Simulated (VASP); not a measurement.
**Ta: single point with PBE**

The system is Ta, a slab with vacuum.

```xyz
12
Lattice="5.7483 0.0000 0.0000 -1.9161 5.4196 0.0000 0.0000 0.0000 21.6935" Properties=species:S:1:pos:R:3 pbc="T T T"
Ta    0.9581    1.3549    8.5000
Ta    0.0000    4.0647    8.5000
Ta    3.8322    1.3549    8.5000
Ta    2.8742    4.0647    8.5000
Ta    1.9161    2.7098   10.7651
Ta    2.8742    0.0000   10.7651
Ta   -0.9581    2.7098   10.7651
Ta    0.0000    0.0000   10.7651
Ta    2.8742    4.0647   13.0301
Ta    3.8322    1.3549   13.0301
Ta    0.0000    4.0647   13.0301
Ta    0.9581    1.3549   13.0301
```

The slab is cut from a database's or a generator's crystal, which needn't be the stable form of the element.

The cell isn't the ideal one: clean slab, lower half held.

```yaml
Program: VASP 6.6.1
Task: single point
Functional: PBE
Potentials_or_basis: VASP PAW PBE potentials, release 64 (Ta_pv)
Cutoff: 520 eV
k_mesh: 6 × 6 × 1
Occupations: gaussian, width 0.1 eV
Spin: no spin polarisation
```

```yaml
Largest_force: 0.005 eV/Å
Band_gap_on_the_k_mesh: none (metal or under the smearing width)
Work_function_of_the_upper_face: 4.78 eV
Work_function_of_the_lower_face: 4.76 eV
```

Forces in eV/Å, atoms in the order of the input:
```
Ta   0.000  0.000 -0.005
Ta   0.000  0.000 -0.005
Ta   0.000  0.000 -0.005
Ta   0.000  0.000 -0.005
Ta   0.000  0.000  0.000
Ta   0.000  0.000  0.000
Ta   0.000  0.000  0.000
Ta   0.000  0.000  0.000
Ta   0.000  0.000  0.005
Ta   0.000  0.000  0.005
Ta   0.000  0.000  0.005
Ta   0.000  0.000  0.005
```

Levels at points of the mesh, in eV from the Fermi level:
| k point | band 62 | band 63 | band 64 | band 65 | band 66 | band 67 | band 68 | band 69 | band 70 | band 71 |
| --- | --- | --- | --- | --- | --- | --- | --- | --- | --- | --- |
| (0.00, 0.00, 0.00) | -0.27 | -0.27 | 0.29 | 0.50 | 0.50 | 0.58 | 1.01 | 1.18 | 1.19 | 1.21 |
| (0.50, 0.00, 0.00) | -0.65 | -0.44 | -0.44 | -0.34 | -0.34 | -0.26 | -0.26 | 0.16 | 0.16 | 0.39 |
| (0.50, 0.50, 0.00) | -0.28 | -0.14 | -0.14 | -0.06 | -0.06 | 0.07 | 0.07 | 0.12 | 0.12 | 0.54 |

Run time: 18 min on 1 thread of Intel(R) Xeon(R) 6975P-C (Granite Rapids), on a shared host, peak memory 1 GiB.

The run has no spin-orbit coupling, so splittings on Ta are missing.
